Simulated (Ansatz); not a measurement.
# Ruthenium, bcc under m-r²SCAN: from relaxation to bulk modulus, part 2 of 2

Aim: take ruthenium in the bcc structure, relax it, solve it on a dense k-mesh, then scale the cell to 7 volumes from 88 to 112 % of the relaxed one and try a fit of the equation of state. The start is ferromagnetic. The k-meshes are 15×15×15 for the relaxation; 24×24×24 for the dense run; 24×24×24 for the volumes.

Ansatz 0.2.0; DFT, m-r2SCAN, plane waves (500 eV) with PAW, scalar-relativistic.

### Step 5. Volume × 0.92

This is Ru in the bcc structure; at room conditions it is hcp.

input.yaml reads:

```yaml
crystal:
  lattice:
    - [-1.4740462525, 1.4740462525, 1.4740462525]
    - [1.4740462525, -1.4740462525, 1.4740462525]
    - [1.4740462525, 1.4740462525, -1.4740462525]
  atoms:
    - { symbol: Ru, position: [0.0, 0.0, 0.0], spin: 1.0 }
hamiltonian:
  xc: mr2scan
  pseudopotentials:
    kind: paw
    azcp:
      Ru: "pseudopotentials/Ru.paw.azcp"
basis:
  ecutwfc: 500
  fft_grid_basis: typed
kpoints:
  mp_grid: { grid: [24, 24, 24], shift: [0, 0, 0] }
magnetization:
  spin_polarized: true
scf:
  occupations: { method: fermi_dirac, width: 0.05 }
output:
  stress: true
```

Log, cut to the lines that bear on the results:

```text
Warning: RAYON_NUM_THREADS=2 ignored (pool sized by the plan → 2); use --threads N
[...]
Pseudopotentials: kind: paw
Pseudopotential: Ru, paw, valence charge 16, recommended cutoff 500 eV (meta_gga), <dir>
Functional definition: m-r2SCAN
[...]
Crystal: 1 atoms, lattice volume = 12.811 Å³
Basis set: ecut = 500 eV, 321 PW (Γ), exchange–correlation on 80×80×80 points (64 copies of the dense FFT grid, shifted against one another)
Bands: 13, of which v1, the nominal top of the filled ones, is band 8 counted from 1 (7 counted from 0)
Symmetry: 48 space group operations
Space group: Im-3m (ITA 229), of the structure as read, at distance tolerance 2.3e-5 Å
Magnetic group: BNS 229.140 (UNI 1642), of the structure as read, at distance tolerance 2.3e-5 Å
k-points: 413 of 13824
[...]
Starting moments: Σ|m| = 1 μB on 1 of 1 site
[...]
SCF iter   1: F=—  HF=-5890.752678 eV  |F-HF|=—  |Δ(HF+E_count)|=         —  Δρ=6.40e-2 (↑6.40e-2 ↓5.45e-2)  dr2=1.56e0  dr2_τ=1.33e-2  dr2_m=3.68e-2  M=0.700 μB ∫|m|=0.700 μB  β_m=1.00  ethr=3.10e-3  ⟨swp⟩=5.6  Hψ=58967  notcnv=0
[...]
WARN: the starting moments were not kept: the SCF closed with an absolute magnetisation of 8.7e-6 μB, where they sum to 1 μB in size (1 site). That is at most 0.1 of that sum. Measured as dr2_m measures the in/out step, that magnetisation stands 4.5e-11 eV from none, at or under the [...]
this state was not tested for a lower state beside it, because the mixer in use, unlike msr1, does not test its closes by its own steps (another_mixer; see scf.mixing.algorithm and scf.lower_state_search)
SCF converged after 19 iterations
Magnetization: -0.0000 μB (8.0000 up, 8.0000 down)
Absolute magnetization: 0.0000 μB (∫|ρ↑−ρ↓|, with the PAW one-centre terms)
Spin contamination: 0.0000 ħ² per cell (⟨S²⟩ above its minimum at these occupations)
Per-site moments (μB) at R_I (Å): [(-8.213696876307346e-6, 1.0531632383400573)]
Free energy (F): -5889.957954 eV
[...]
E sigma→0 (E₀):  -5889.951570 eV
Entropy (-TS):   -0.012767 eV (-12.767 meV/atom)
Fermi energy:    25.308456 eV
[...]
--- Stress (GPa, compression-positive) ---
       31.121836       0.000000      -0.000000
       -0.000000      31.121836      -0.000000
       -0.000000      -0.000000      31.121836
  P = ⅓ Tr σ = 31.1218 GPa (311.218 kbar)
```

It took 18 s on 2 threads of an Arm CPU, shared host; peak memory 0.44 GiB.

### Step 6. Volume × 0.96

input.yaml: that of step 5 with these lines changed.

```diff
@@ -2,5 +2,5 @@
   lattice:
-    - [-1.4740462525, 1.4740462525, 1.4740462525]
-    - [1.4740462525, -1.4740462525, 1.4740462525]
-    - [1.4740462525, 1.4740462525, -1.4740462525]
+    - [-1.4951069015, 1.4951069015, 1.4951069015]
+    - [1.4951069015, -1.4951069015, 1.4951069015]
+    - [1.4951069015, 1.4951069015, -1.4951069015]
   atoms:
```

Log, cut to the lines that bear on the results:

```text
Warning: RAYON_NUM_THREADS=2 ignored (pool sized by the plan → 2); use --threads N
[...]
[... 3 set-up lines as earlier in the session ...]
[...]
Crystal: 1 atoms, lattice volume = 13.368 Å³
Basis set: ecut = 500 eV, 321 PW (Γ), exchange–correlation on 80×80×80 points (64 copies of the dense FFT grid, shifted against one another)
Bands: 13, of which v1, the nominal top of the filled ones, is band 8 counted from 1 (7 counted from 0)
[... 2 set-up lines as earlier in the session ...]
Magnetic group: BNS 229.140 (UNI 1642), of the structure as read, at distance tolerance 2.4e-5 Å
k-points: 413 of 13824
[...]
Starting moments: Σ|m| = 1 μB on 1 of 1 site
[...]
SCF iter   1: F=—  HF=-5890.809615 eV  |F-HF|=—  |Δ(HF+E_count)|=         —  Δρ=6.11e-2 (↑6.11e-2 ↓5.38e-2)  dr2=1.58e0  dr2_τ=1.39e-2  dr2_m=3.37e-2  M=0.729 μB ∫|m|=0.729 μB  β_m=1.00  ethr=3.10e-3  ⟨swp⟩=5.7  Hψ=59184  notcnv=0
[...]
WARN: the starting moments were not kept: the SCF closed with an absolute magnetisation of 9.8e-6 μB, where they sum to 1 μB in size (1 site). That is at most 0.1 of that sum. Measured as dr2_m measures the in/out step, that magnetisation stands 5.8e-11 eV from none, at or under the [...]
this state was not tested for a lower state beside it, because the mixer in use, unlike msr1, does not test its closes by its own steps (another_mixer; see scf.mixing.algorithm and scf.lower_state_search)
SCF converged after 22 iterations
Magnetization: -0.0000 μB (8.0000 up, 8.0000 down)
Absolute magnetization: 0.0000 μB (∫|ρ↑−ρ↓|, with the PAW one-centre terms)
Spin contamination: 0.0000 ħ² per cell (⟨S²⟩ above its minimum at these occupations)
Per-site moments (μB) at R_I (Å): [(-9.339623635202385e-6, 1.0682104604097618)]
Free energy (F): -5890.034898 eV
[...]
E sigma→0 (E₀):  -5890.028118 eV
Entropy (-TS):   -0.013559 eV (-13.559 meV/atom)
Fermi energy:    24.030885 eV
[...]
--- Stress (GPa, compression-positive) ---
       13.805870       0.000000      -0.000000
        0.000000      13.805870       0.000000
        0.000000       0.000000      13.805870
  P = ⅓ Tr σ = 13.8059 GPa (138.059 kbar)
```

Wall time 40 s (2 threads of an Arm CPU, shared host); peak memory 0.45 GiB.

### Step 7. Volume × 1.0

input.yaml: that of step 6 with these lines changed.

```diff
@@ -2,5 +2,5 @@
   lattice:
-    - [-1.4951069015, 1.4951069015, 1.4951069015]
-    - [1.4951069015, -1.4951069015, 1.4951069015]
-    - [1.4951069015, 1.4951069015, -1.4951069015]
+    - [-1.5155903633, 1.5155903633, 1.5155903633]
+    - [1.5155903633, -1.5155903633, 1.5155903633]
+    - [1.5155903633, 1.5155903633, -1.5155903633]
   atoms:
```

Log, cut to the lines that bear on the results:

```text
Warning: RAYON_NUM_THREADS=2 ignored (pool sized by the plan → 2); use --threads N
[...]
[... 3 set-up lines as earlier in the session ...]
[...]
Crystal: 1 atoms, lattice volume = 13.925 Å³
Basis set: ecut = 500 eV, 369 PW (Γ), exchange–correlation on 80×80×80 points (64 copies of the dense FFT grid, shifted against one another)
Bands: 13, of which v1, the nominal top of the filled ones, is band 8 counted from 1 (7 counted from 0)
[... 2 set-up lines as earlier in the session ...]
Magnetic group: BNS 229.140 (UNI 1642), of the structure as read, at distance tolerance 2.4e-5 Å
k-points: 413 of 13824
[...]
Starting moments: Σ|m| = 1 μB on 1 of 1 site
[...]
SCF iter   1: F=—  HF=-5890.801226 eV  |F-HF|=—  |Δ(HF+E_count)|=         —  Δρ=5.83e-2 (↑5.83e-2 ↓5.30e-2)  dr2=1.59e0  dr2_τ=1.46e-2  dr2_m=3.15e-2  M=0.758 μB ∫|m|=0.758 μB  β_m=1.00  ethr=3.10e-3  ⟨swp⟩=5.8  Hψ=59119  notcnv=0
[...]
WARN: the starting moments were not kept: the SCF closed with an absolute magnetisation of 3.6e-6 μB, where they sum to 1 μB in size (1 site). That is at most 0.1 of that sum. Measured as dr2_m measures the in/out step, that magnetisation stands 8.1e-12 eV from none, at or under the [...]
this state was not tested for a lower state beside it, because the mixer in use, unlike msr1, does not test its closes by its own steps (another_mixer; see scf.mixing.algorithm and scf.lower_state_search)
SCF converged after 29 iterations
Magnetization: 0.0000 μB (8.0000 up, 8.0000 down)
Absolute magnetization: 0.0000 μB (∫|ρ↑−ρ↓|, with the PAW one-centre terms)
Spin contamination: 0.0000 ħ² per cell (⟨S²⟩ above its minimum at these occupations)
Per-site moments (μB) at R_I (Å): [(3.4684717764677973e-6, 1.0828452989876667)]
Free energy (F): -5890.058085 eV
[...]
E sigma→0 (E₀):  -5890.050890 eV
Entropy (-TS):   -0.014391 eV (-14.391 meV/atom)
Fermi energy:    22.852153 eV
[...]
--- Stress (GPa, compression-positive) ---
        0.063989      -0.000000      -0.000000
        0.000000       0.063989      -0.000000
       -0.000000       0.000000       0.063989
  P = ⅓ Tr σ = 0.0640 GPa (0.640 kbar)
```

Run time: 44 s. Hardware: 2 threads of an Arm CPU, shared host; peak memory 0.46 GiB.

### Step 8. Volume × 1.04

input.yaml: that of step 7 with these lines changed.

```diff
@@ -2,5 +2,5 @@
   lattice:
-    - [-1.5155903633, 1.5155903633, 1.5155903633]
-    - [1.5155903633, -1.5155903633, 1.5155903633]
-    - [1.5155903633, 1.5155903633, -1.5155903633]
+    - [-1.5355346289, 1.5355346289, 1.5355346289]
+    - [1.5355346289, -1.5355346289, 1.5355346289]
+    - [1.5355346289, 1.5355346289, -1.5355346289]
   atoms:
```

Log, cut to the lines that bear on the results:

```text
Warning: RAYON_NUM_THREADS=2 ignored (pool sized by the plan → 2); use --threads N
[...]
[... 3 set-up lines as earlier in the session ...]
[...]
Crystal: 1 atoms, lattice volume = 14.482 Å³
Basis set: ecut = 500 eV, 369 PW (Γ), exchange–correlation on 80×80×80 points (64 copies of the dense FFT grid, shifted against one another)
Bands: 13, of which v1, the nominal top of the filled ones, is band 8 counted from 1 (7 counted from 0)
[... 2 set-up lines as earlier in the session ...]
Magnetic group: BNS 229.140 (UNI 1642), of the structure as read, at distance tolerance 2.4e-5 Å
k-points: 413 of 13824
[...]
Starting moments: Σ|m| = 1 μB on 1 of 1 site
[...]
SCF iter   1: F=—  HF=-5890.744105 eV  |F-HF|=—  |Δ(HF+E_count)|=         —  Δρ=5.57e-2 (↑5.57e-2 ↓5.23e-2)  dr2=1.59e0  dr2_τ=1.53e-2  dr2_m=3.02e-2  M=0.786 μB ∫|m|=0.786 μB  β_m=1.00  ethr=3.10e-3  ⟨swp⟩=6.0  Hψ=59492  notcnv=0
[...]
WARN: the starting moments were not kept: the SCF closed with an absolute magnetisation of 5.6e-6 μB, where they sum to 1 μB in size (1 site). That is at most 0.1 of that sum. Measured as dr2_m measures the in/out step, that magnetisation stands 1.8e-11 eV from none, at or under the [...]
this state was not tested for a lower state beside it, because the mixer in use, unlike msr1, does not test its closes by its own steps (another_mixer; see scf.mixing.algorithm and scf.lower_state_search)
SCF converged after 24 iterations
Magnetization: 0.0000 μB (8.0000 up, 8.0000 down)
Absolute magnetization: 0.0000 μB (∫|ρ↑−ρ↓|, with the PAW one-centre terms)
Spin contamination: 0.0000 ħ² per cell (⟨S²⟩ above its minimum at these occupations)
Per-site moments (μB) at R_I (Å): [(5.332292984171147e-6, 1.0970948975399415)]
Free energy (F): -5890.038649 eV
[...]
E sigma→0 (E₀):  -5890.031018 eV
Entropy (-TS):   -0.015262 eV (-15.262 meV/atom)
Fermi energy:    21.761533 eV
[...]
--- Stress (GPa, compression-positive) ---
      -10.822210       0.000000       0.000000
       -0.000000     -10.822210      -0.000000
        0.000000      -0.000000     -10.822210
  P = ⅓ Tr σ = -10.8222 GPa (-108.222 kbar)
```

Wall time 65 s (2 threads of an Arm CPU, shared host); peak memory 0.78 GiB.

### Step 9. Volume × 1.08

input.yaml: that of step 8 with these lines changed.

```diff
@@ -2,5 +2,5 @@
   lattice:
-    - [-1.5355346289, 1.5355346289, 1.5355346289]
-    - [1.5355346289, -1.5355346289, 1.5355346289]
-    - [1.5355346289, 1.5355346289, -1.5355346289]
+    - [-1.5549738398, 1.5549738398, 1.5549738398]
+    - [1.5549738398, -1.5549738398, 1.5549738398]
+    - [1.5549738398, 1.5549738398, -1.5549738398]
   atoms:
```

Log, cut to the lines that bear on the results:

```text
Warning: RAYON_NUM_THREADS=2 ignored (pool sized by the plan → 2); use --threads N
[...]
[... 3 set-up lines as earlier in the session ...]
[...]
Crystal: 1 atoms, lattice volume = 15.039 Å³
Basis set: ecut = 500 eV, 381 PW (Γ), exchange–correlation on 80×80×80 points (64 copies of the dense FFT grid, shifted against one another)
Bands: 13, of which v1, the nominal top of the filled ones, is band 8 counted from 1 (7 counted from 0)
[... 1 set-up line as earlier in the session ...]
Space group: Im-3m (ITA 229), of the structure as read, at distance tolerance 2.5e-5 Å
Magnetic group: BNS 229.140 (UNI 1642), of the structure as read, at distance tolerance 2.5e-5 Å
k-points: 413 of 13824
[...]
Starting moments: Σ|m| = 1 μB on 1 of 1 site
[...]
SCF iter   1: F=—  HF=-5890.650500 eV  |F-HF|=—  |Δ(HF+E_count)|=         —  Δρ=5.32e-2 (↑5.32e-2 ↓5.16e-2)  dr2=1.59e0  dr2_τ=1.61e-2  dr2_m=2.98e-2  M=0.813 μB ∫|m|=0.813 μB  β_m=1.00  ethr=3.10e-3  ⟨swp⟩=6.1  Hψ=59576  notcnv=0
[...]
WARN: the starting moments were not kept: the SCF closed with an absolute magnetisation of 1.2e-5 μB, where they sum to 1 μB in size (1 site). That is at most 0.1 of that sum. Measured as dr2_m measures the in/out step, that magnetisation stands 9.0e-11 eV from none, at or under the [...]
this state was not tested for a lower state beside it, because the mixer in use, unlike msr1, does not test its closes by its own steps (another_mixer; see scf.mixing.algorithm and scf.lower_state_search)
SCF converged after 26 iterations
Magnetization: -0.0000 μB (8.0000 up, 8.0000 down)
Absolute magnetization: 0.0000 μB (∫|ρ↑−ρ↓|, with the PAW one-centre terms)
Spin contamination: 0.0000 ħ² per cell (⟨S²⟩ above its minimum at these occupations)
Per-site moments (μB) at R_I (Å): [(-1.1753659036785786e-5, 1.110983649176803)]
Free energy (F): -5889.985489 eV
[...]
E sigma→0 (E₀):  -5889.977403 eV
Entropy (-TS):   -0.016173 eV (-16.173 meV/atom)
Fermi energy:    20.749817 eV
[...]
--- Stress (GPa, compression-positive) ---
      -19.417583      -0.000000       0.000000
        0.000000     -19.417583       0.000000
        0.000000       0.000000     -19.417583
  P = ⅓ Tr σ = -19.4176 GPa (-194.176 kbar)
```

Wall time 1.7 min (2 threads of an Arm CPU, shared host); peak memory 0.8 GiB.

### Step 10. Volume × 1.12

input.yaml: that of step 9 with these lines changed.

```diff
@@ -2,5 +2,5 @@
   lattice:
-    - [-1.5549738398, 1.5549738398, 1.5549738398]
-    - [1.5549738398, -1.5549738398, 1.5549738398]
-    - [1.5549738398, 1.5549738398, -1.5549738398]
+    - [-1.5739388045, 1.5739388045, 1.5739388045]
+    - [1.5739388045, -1.5739388045, 1.5739388045]
+    - [1.5739388045, 1.5739388045, -1.5739388045]
   atoms:
```

Log, cut to the lines that bear on the results:

```text
Warning: RAYON_NUM_THREADS=2 ignored (pool sized by the plan → 2); use --threads N
[...]
[... 3 set-up lines as earlier in the session ...]
[...]
Crystal: 1 atoms, lattice volume = 15.596 Å³
Basis set: ecut = 500 eV, 381 PW (Γ), exchange–correlation on 80×80×80 points (64 copies of the dense FFT grid, shifted against one another)
Bands: 13, of which v1, the nominal top of the filled ones, is band 8 counted from 1 (7 counted from 0)
[... 2 set-up lines as earlier in the session ...]
Magnetic group: BNS 229.140 (UNI 1642), of the structure as read, at distance tolerance 2.5e-5 Å
k-points: 413 of 13824
[...]
Starting moments: Σ|m| = 1 μB on 1 of 1 site
[...]
SCF iter   1: F=—  HF=-5890.528832 eV  |F-HF|=—  |Δ(HF+E_count)|=         —  Δρ=5.09e-2 (↑5.08e-2 ↓5.09e-2)  dr2=1.58e0  dr2_τ=1.67e-2  dr2_m=3.01e-2  M=0.840 μB ∫|m|=0.840 μB  β_m=1.00  ethr=3.10e-3  ⟨swp⟩=6.1  Hψ=59716  notcnv=0
[...]
WARN: the starting moments were not kept: the SCF closed with an absolute magnetisation of 1.8e-5 μB, where they sum to 1 μB in size (1 site). That is at most 0.1 of that sum. Measured as dr2_m measures the in/out step, that magnetisation stands 2.0e-10 eV from none, at or under the [...]
this state was not tested for a lower state beside it, because the mixer in use, unlike msr1, does not test its closes by its own steps (another_mixer; see scf.mixing.algorithm and scf.lower_state_search)
SCF converged after 49 iterations
Magnetization: 0.0000 μB (8.0000 up, 8.0000 down)
Absolute magnetization: 0.0000 μB (∫|ρ↑−ρ↓|, with the PAW one-centre terms)
Spin contamination: 0.0000 ħ² per cell (⟨S²⟩ above its minimum at these occupations)
Per-site moments (μB) at R_I (Å): [(1.781570380610436e-5, 1.1245335656767652)]
Free energy (F): -5889.905768 eV
[...]
E sigma→0 (E₀):  -5889.897203 eV
Entropy (-TS):   -0.017129 eV (-17.129 meV/atom)
Fermi energy:    19.809026 eV
[...]
--- Stress (GPa, compression-positive) ---
      -26.168392       0.000000      -0.000000
        0.000000     -26.168392      -0.000000
        0.000000      -0.000000     -26.168392
  P = ⅓ Tr σ = -26.1684 GPa (-261.684 kbar)
```

Run time: 2.3 min. Hardware: 2 threads of an Arm CPU, shared host; peak memory 0.81 GiB.

### Step 11. The equation of state

All volumes keep the relaxed shape and fractional coordinates.

```csv
V (Å³/atom),E − E₀ (meV/atom),P from the stress (GPa),P from the fit (GPa)
12.254,243.5,52.93,52.93
12.811,99.3,31.12,30.99
13.368,22.7,13.81,13.67
13.925,-0.1,0.06,-0.05
14.482,19.8,-10.82,-10.93
15.039,73.4,-19.42,-19.55
15.596,153.6,-26.17,-26.38
```

A third-order Birch-Murnaghan fit gives V₀ = 13.923 Å³/atom, B₀ = 305 GPa and B₀′ = 4.8; it misses no point by more than 0.07 meV/atom.

The fit is made to E(σ → 0), while the stress belongs to the free energy F; that is one source of the offset between the two pressures.

### Step 12. Summary of results

The summary covers parts 1 to 2.

| quantity | value |
| --- | --- |
| space group (spins left aside) | Im-3m (No. 229) |
| conventional cell | a = 3.031 Å |
| volume | 13.925 Å³/atom |
| shortest distance | 2.625 Å |
| gap on the mesh | none (levels filled in part) |
| magnetic state | non-magnetic |
| relative to hcp | +656 meV/atom |
| V₀, B₀, B₀′ | 13.923 Å³/atom, 305 GPa, 4.8 |

In words: The relaxation enlarged the cell by 2.7 % in volume. Against the reference form of ruthenium (hcp, computed apart with the same settings) it stands 656 meV/atom higher, so it is far from stable. The starting moments do not survive. Levels at the Fermi energy are filled in part, as in a metal. The fitted modulus is 305 GPa, among the stiffest elements. The symmetry was held, so the structure may be unstable against distortions that break it.
